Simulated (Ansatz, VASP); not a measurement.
# Two plane-wave programs on AlN

File POSCAR:

```
AlN
1.0
    0.0000000000      1.9836550500      1.9327921000
    1.9836550500      0.0000000000      1.9327921000
    1.9836550500      1.9836550500      0.0000000000
Al N
1 1
Direct
    0.5000000000      0.5000000000      0.5000000000
    0.0000000000      0.0000000000      0.0000000000
```

Contents of INCAR.step1:

```
SYSTEM = AlN
  ALGO = Normal
  EDIFF = 1E-4
  ENCUT = 520
  GGA = PE
  ISMEAR = 0
  LASPH = .TRUE.
  LCHARG = .FALSE.
  LREAL = .FALSE.
  LWAVE = .TRUE.
  NBANDS = 11
  NELM = 60
  PREC = Accurate
  SIGMA = 0.05
```

The input INCAR.step2:

```
SYSTEM = AlN
  ALGO = Normal
  EDIFF = 1E-6
  ENCUT = 520
  ISIF = 2
  ISMEAR = 0
  ISTART = 1
  LASPH = .TRUE.
  LCHARG = .FALSE.
  LMIXTAU = .TRUE.
  LREAL = .FALSE.
  LWAVE = .FALSE.
  METAGGA = R2SCAN
  NBANDS = 11
  NELM = 60
  PREC = Accurate
  SIGMA = 0.05
```

Contents of KPOINTS:

```
k-points
0
G
  10 10 10
  0 0 0
```

Input for Ansatz:

```yaml
crystal:
  lattice:
    - [0.0, 1.98365505, 1.9327921]
    - [1.98365505, 0.0, 1.9327921]
    - [1.98365505, 1.98365505, 0.0]
  atoms:
    - { symbol: Al, position: [0.5, 0.5, 0.5] }
    - { symbol: "N", position: [0.0, 0.0, 0.0] }
basis:
  ecutwfc: 500
kpoints:
  mp_grid: { grid: [10, 10, 10] }
hamiltonian:
  xc: r2scan
scf:
  occupations: { method: gaussian, width: 0.05 }
output:
  forces: true
  stress: true
  eigenvalues: true
```

Change from the starting cell: strain -0.025 along x and y, -0.050 along z, atoms carried along.

Alike in both runs: task single point; functional r2SCAN; k mesh 10 × 10 × 10; occupations gaussian, width 0.05 eV; no spin polarisation.

```csv
,VASP,Ansatz
version,VASP 6.6.1,Ansatz 0.2.0
potentials or method,"VASP PAW PBE potentials, release 64 (Al, N)","scalar-relativistic, plane waves, PAW"
plane-wave cutoff (eV),520,500
valence electrons in the cell,8,8
```

Ansatz gave:

```
gap on the k mesh at the Fermi level (eV)       : 5.63
least direct gap on the mesh (eV)               : 7.68
pressure (GPa)                                  : 25.8
largest component of the traceless stress (GPa) : 8.06
```

Q: Estimate VASP's values.

A: gap on the k mesh at the Fermi level (eV): 5.59; least direct gap on the mesh (eV): 7.73; pressure (GPa): 24.9; largest component of the traceless stress (GPa): 8.21.

Caveats: so large a pressure means that the cell lies far from this level's equilibrium, or that cutoff or potentials fall short (VASP); the potentials were made for another functional, which shifts forces and pressure (VASP). A k mesh can miss the band edges.
